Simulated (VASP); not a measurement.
Output of a VASP run:

**OSZICAR**
```
...
DAV:   6    -0.309515422737E+02    0.26567E+01   -0.10623E+01  1372   0.258E+01    0.292E+00
DAV:   7    -0.309722142453E+02   -0.20672E-01   -0.14419E-01  1320   0.276E+00    0.188E+00
DAV:   8    -0.310033412103E+02   -0.31127E-01   -0.44648E-02  1324   0.262E+00    0.184E-01
DAV:   9    -0.310038328862E+02   -0.49168E-03   -0.34254E-03  1412   0.462E-01    0.703E-02
DAV:  10    -0.310040989371E+02   -0.26605E-03   -0.23792E-04  1312   0.143E-01    0.186E-02
DAV:  11    -0.310040969893E+02    0.19478E-05   -0.37023E-05  1412   0.506E-02    0.510E-03
DAV:  12    -0.310040972639E+02   -0.27459E-06   -0.56309E-06  1364   0.201E-02
   1 F= -.20132776E+02 E0= -.20132776E+02  d E =-.201328E+02
       N       E                     dE             d eps       ncg     rms          rms(c)
DAV:   1    -0.326404228404E+02   -0.16363E+01   -0.47120E+01  1284   0.677E+01    0.129E+01
DAV:   2    -0.301686744326E+02    0.24717E+01   -0.98250E+00  1316   0.261E+01    0.213E+00
DAV:   3    -0.301266199672E+02    0.42054E-01   -0.15141E-01  1248   0.314E+00    0.847E-01
DAV:   4    -0.301113012964E+02    0.15319E-01   -0.13602E-02  1384   0.127E+00    0.127E-01
DAV:   5    -0.301113765850E+02   -0.75289E-04   -0.72544E-04  1332   0.210E-01    0.428E-02
DAV:   6    -0.301113906734E+02   -0.14088E-04   -0.11568E-05  1372   0.313E-02    0.450E-03
DAV:   7    -0.301113909234E+02   -0.25008E-06   -0.20671E-06   864   0.123E-02
   2 F= -.20171939E+02 E0= -.20171939E+02  d E =-.391635E-01
       N       E                     dE             d eps       ncg     rms          rms(c)
DAV:   1    -0.310157616587E+02   -0.90437E+00   -0.85016E+00  1284   0.283E+01    0.547E+00
DAV:   2    -0.305687100567E+02    0.44705E+00   -0.17739E+00  1304   0.112E+01    0.838E-01
DAV:   3    -0.305608319176E+02    0.78781E-02   -0.24038E-02  1236   0.125E+00    0.318E-01
DAV:   4    -0.305580009178E+02    0.28310E-02   -0.28529E-03  1380   0.591E-01    0.539E-02
DAV:   5    -0.305579943146E+02    0.66032E-05   -0.24541E-04  1352   0.129E-01    0.201E-02
DAV:   6    -0.305579883361E+02    0.59785E-05   -0.12500E-05  1336   0.303E-02    0.148E-03
DAV:   7    -0.305579883942E+02   -0.58091E-07   -0.26746E-07   744   0.449E-03
   3 F= -.20227659E+02 E0= -.20227659E+02  d E =-.948837E-01
       N       E                     dE             d eps       ncg     rms          rms(c)
DAV:   1    -0.305476683012E+02    0.10320E-01   -0.61232E-03  1280   0.762E-01    0.147E-01
DAV:   2    -0.305473456325E+02    0.32267E-03   -0.12949E-03  1300   0.301E-01    0.226E-02
DAV:   3    -0.305473401497E+02    0.54827E-05   -0.16688E-05  1244   0.331E-02    0.894E-03
DAV:   4    -0.305473382940E+02    0.18558E-05   -0.18598E-06   856   0.153E-02    0.134E-03
DAV:   5    -0.305473384858E+02   -0.19182E-06   -0.13857E-07   628   0.354E-03
   4 F= -.20227642E+02 E0= -.20227642E+02  d E =-.948665E-01
       N       E                     dE             d eps       ncg     rms          rms(c)
DAV:   1    -0.305443533957E+02    0.29849E-02   -0.29114E-01  1200   0.505E+00    0.182E-01
DAV:   2    -0.305445711037E+02   -0.21771E-03   -0.58890E-03  1364   0.672E-01    0.101E-01
DAV:   3    -0.305443917995E+02    0.17930E-03   -0.13385E-04  1352   0.144E-01    0.318E-02
DAV:   4    -0.305443752400E+02    0.16560E-04   -0.52782E-05  1360   0.757E-02    0.604E-03
DAV:   5    -0.305443754971E+02   -0.25703E-06   -0.39535E-06  1228   0.172E-02
   5 F= -.20228134E+02 E0= -.20228134E+02  d E =-.491779E-03
```

OUTCAR:
```
------------------------ aborting loop because EDIFF is reached ----------------------------------------
  FORCE on cell =-STRESS in cart. coord.  units (eV):
  Direction    XX          YY          ZZ          XY          YZ          ZX
  --------------------------------------------------------------------------------------
  Total       10.3700900     10.3700900     10.3891533      0.0000000      0.0000000      0.0000000
  in kB      301.5659309    301.5659309    302.1202983      0.0000000      0.0000000      0.0000000
  external PRESSURE =       1.7507200 kB  Pullay stress =     300.0000000 kB
  volume of cell :       55.09
      direct lattice vectors                 reciprocal lattice vectors
     4.354983614  0.000000000  0.000000000     0.229621989 -0.000000000  0.000000000
     0.000000000  4.354983614  0.000000000    -0.000000000  0.229621989  0.000000000
     0.000000000  0.000000000  2.904944117     0.000000000  0.000000000  0.344240701
 POSITION                                       TOTAL-FORCE (eV/Angst)
 -----------------------------------------------------------------------------------
      4.35498      0.00000      0.00000        -0.000000      0.000000     -0.000000
      2.17749      2.17749      1.45247        -0.000000      0.000000     -0.000000
      1.31059      1.31059      0.00000         0.011584      0.011584      0.000000
      3.48808      0.86690      1.45247         0.011584     -0.011584     -0.000000
      0.86690      3.48808      1.45247        -0.011584      0.011584     -0.000000
      3.04440      3.04440      0.00000        -0.011584     -0.011584     -0.000000
 -----------------------------------------------------------------------------------
    total drift:                                0.000000     -0.000000     -0.000000
  FREE ENERGIE OF THE ION-ELECTRON SYSTEM (eV)
  ---------------------------------------------------
  free  energy   TOTEN  =       -30.5443754971 eV

  energy  without entropy=      -30.5443754971  energy(sigma->0) =      -30.54437550
  enthalpy is  TOTEN    =       -20.2281338813 eV   P V=       10.3162416157

 reached required accuracy - stopping structural energy minimisation
```
(Selected blocks of OUTCAR.)

File POSCAR:
```
MgF2
1
    4.4352355335     0.0000000000     0.0000000000
    0.0000000000     4.4352355335     0.0000000000
    0.0000000000     0.0000000000     2.9514694799
Mg F
2 4
Direct
  0.0000000000   0.0000000000   0.0000000000
  0.5000000000   0.5000000000   0.5000000000
  0.3013777239   0.3013777239   0.0000000000
  0.8013777239   0.1986222761   0.5000000000
  0.1986222761   0.8013777239   0.5000000000
  0.6986222761   0.6986222761   0.0000000000
```

Q: Write an INCAR and KPOINTS that could have produced this output.

A: This is not unique; one that fits is the input of the run itself, PBE GGA, plane waves, VASP's PBE PAW potentials (set 64).

KPOINTS:
```
Automatic mesh
0
G
  5 5 8
0 0 0
```

**INCAR**
```
SYSTEM = MgF2
PREC = Accurate; ENCUT = 620; LREAL = .FALSE.
LASPH = .TRUE.
EDIFF = 1E-6; NELM = 100; ALGO = Normal
ISMEAR = 0; SIGMA = 0.05
GGA = PE
IBRION = 2; NSW = 40; ISIF = 3
EDIFFG = -0.02; PSTRESS = 300
LWAVE = .FALSE.; LCHARG = .FALSE.
```

POTCAR, in this order: Mg F (PBE.64 set). Program: vasp_std.

Energy and stress use the plane-wave basis of the starting cell.

The compound is MgF2 in the rutile structure. This run relaxes it under an external pressure of 30 GPa. Symmetry was kept, so distortions that lower it aren't found.
